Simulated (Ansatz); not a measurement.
# SnTe (zincblende): the band gap by level of theory

All numbers come from the PAW code Ansatz. Simulation only: non-magnetic, and no claim that this is the phase found in nature.

Structure: zincblende SnTe, at its r2SCAN minimum. The symmetry is F-43m (No. 216, cubic); conventional cell a = 7.168 Å, 46.04 Å³ an atom. Around Sn lie 4 Te at 3.10 Å; around Te lie 4 Sn at 3.10 Å.

```
Sn Te
1.0
     0.00000    3.58398    3.58398
     3.58398    0.00000    3.58398
     3.58398    3.58398    0.00000
Sn Te
1 1
Direct
  0.00000 0.00000 0.00000
  0.25000 0.25000 0.25000
```

Band edges at fixed r2SCAN geometry:
```json
{"level": "LDA", "k mesh": "6×6×6", "gap (eV)": "none (overlap 0.06)", "kind": "–", "edges": "–", "least direct gap (eV)": "–", "rough cost": "4 core-seconds"}
{"level": "PBE", "k mesh": "6×6×6", "gap (eV)": "0.02", "kind": "indirect", "edges": "W → X", "least direct gap (eV)": "0.77", "rough cost": "8 core-seconds"}
{"level": "PBE+SOC", "k mesh": "6×6×6", "gap (eV)": "none (overlap 0.21)", "kind": "–", "edges": "–", "least direct gap (eV)": "–", "rough cost": "20 core-seconds"}
{"level": "r2SCAN", "k mesh": "6×6×6", "gap (eV)": "0.08", "kind": "indirect", "edges": "W → X", "least direct gap (eV)": "0.87", "rough cost": "9 core-seconds"}
{"level": "HSE06", "k mesh": "4×4×4", "gap (eV)": "0.31", "kind": "indirect", "edges": "W → X", "least direct gap (eV)": "1.13", "rough cost": "90 core-seconds"}
{"level": "PBE0", "k mesh": "4×4×4", "gap (eV)": "0.88", "kind": "indirect", "edges": "W → X", "least direct gap (eV)": "1.75", "rough cost": "90 core-seconds"}
```
LDA, PBE, PBE+SOC, r2SCAN, HSE06: smearing of 0.02 eV; the others have fixed occupations.
Wave cutoffs: 420 eV, 500 eV (r2SCAN).
Costs come from shared machines and give only the order; PBE's includes the band path. The runs had 2 threads of Arm Neoverse V1 (shared host).

With HSE06 the valence top lies at W and the conduction bottom at X, 0.31 eV higher; the smallest vertical gap, at X, is 1.13 eV. Spin-orbit coupling changes the PBE gap by -0.237 eV, and no gap is left.

The levels disagree on the kind of gap: indirect with PBE, r2SCAN, HSE06, PBE0; no gap with LDA, PBE+SOC.

Only the levels marked +SOC include spin-orbit coupling.

Where bands overlap the cell is a metal at that level, and these k meshes limit energies, forces and stress. Overlaps of a few tenths of an eV in semilocal functionals can be an artefact that a hybrid or GW lifts.

The meshes of the hybrids are coarse, so their gaps aren't converged to the digits shown.
